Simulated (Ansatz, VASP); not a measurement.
# Two plane-wave programs on SrO

```
Sr O
1.0
     0.00000   -2.59751   -2.59751
    -2.59751    0.00000   -2.59751
     2.59751    2.59751   -5.19502
Sr O
2 2
Direct
  0.00136 0.99591 0.00136
  0.50136 0.49591 0.50136
  0.67795 0.85565 0.74254
  0.30713 0.18911 0.24254
```

Change from the starting cell: mode 6 frozen in at -0.077 Å and mode 10 at -0.278 Å (largest displacements).

Alike in both runs: task single point; functional PBE; k mesh 9 × 9 × 8; occupations gaussian, width 0.05 eV; no spin polarisation.

|  | VASP | Ansatz |
| --- | --- | --- |
| version | VASP 6.6.1 | Ansatz 0.2.0 |
| potentials or method | VASP PAW PBE potentials, release 64 (Sr_sv, O) | scalar-relativistic, plane waves, PAW |
| plane-wave cutoff (eV) | 520 | 520 |
| valence electrons in the cell | 32 | 32 |

```tsv
	VASP	Ansatz	Ansatz less VASP
gap on the k mesh at the Fermi level (eV)	3.25	3.30	+0.050
least direct gap on the mesh (eV)	3.42	3.46	+0.038
pressure (GPa)	3.3	2.7	-0.63
largest component of the traceless stress (GPa)	2.98	2.81	-0.163
rms of the force components (eV/Å)	0.574	0.545	-0.0287
```

Atom by atom the forces differ by 0.029 eV/Å (rms over components). The functional is the same, so the differences come from potentials, cutoffs and numerics.

Caveats: an odd mesh through Γ misses points on the zone boundary, where band edges often lie; forces of over 1 eV/Å show positions far from the minimum, so gaps and moduli don't describe the material at rest.
